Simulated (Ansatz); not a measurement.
## Br under changes of volume

One of the cells (33.988 Å³/atom); the others are scaled copies at fixed shape and fractional positions:

```
CELL_PARAMETERS angstrom
3.36325 -2.32255 0.00000
3.36325 2.32255 0.00000
0.00000 0.00000 8.70230
ATOMIC_POSITIONS crystal
Br 0.36510 0.63490 0.39010
Br 0.13490 0.86510 0.89010
Br 0.63490 0.36510 0.60990
Br 0.86510 0.13490 0.10990
```

```yaml
Program: Ansatz 0.2.0
Functional: PBE
Potentials_or_basis: Ansatz PAW
Cutoff: "420 eV (not typed: the program's choice for these potentials)"
k_mesh: 7 × 7 × 3
Occupations: fermi-dirac, width 0.05 eV
Spin: no spin polarisation
```

```tsv
volume (Å³/atom)	energy over the lowest point (meV/atom)	pressure (GPa)	gap on the mesh (eV)	largest force (eV/Å)
31.949	49.24	4.1	2.10	1.648
32.629	33.78	3.2	2.03	1.369
33.308	?	?	?	?
33.988	12.49	1.8	1.90	0.870
34.668	6.01	1.2	1.84	0.648
35.348	1.93	0.7	1.78	0.443
36.028	0.00	0.2	1.72	0.258
```

Problem. What does the run at 33.308 Å³/atom give?

Solution. Energy over the lowest point 21.64 meV/atom; pressure 2.5 GPa; gap on the mesh 1.97 eV; largest force 1.110 eV/Å.

Worked out: A Birch-Murnaghan fit of order 3 (a polynomial in V^(-2/3)) to the other rows has its minimum at 36.36 Å³/atom, just outside them, with B0 = V·E''(V) = 23 GPa and B' = 4.7 at fixed shape and positions, which overstates the stiffness. It gives 21.65 meV/atom at 33.308 Å³/atom, against the run's 21.64, and -dE/dV = 2.5 GPa, against 2.5. A straight line through the other rows of the gap, of slope -3.15 eV per unit of ln V, gives 1.97 eV, against the run's 1.97.

Energies are extrapolated to zero smearing.

Caveats: odd divisions of the mesh miss points on the zone boundary, where band edges often lie, so the gap on the mesh can be too wide; forces of over 1 eV/Å show positions far from the minimum, so gaps and moduli don't describe the material at rest (some runs).

A mesh can miss the band edges. Spin-orbit coupling on Br is left out.
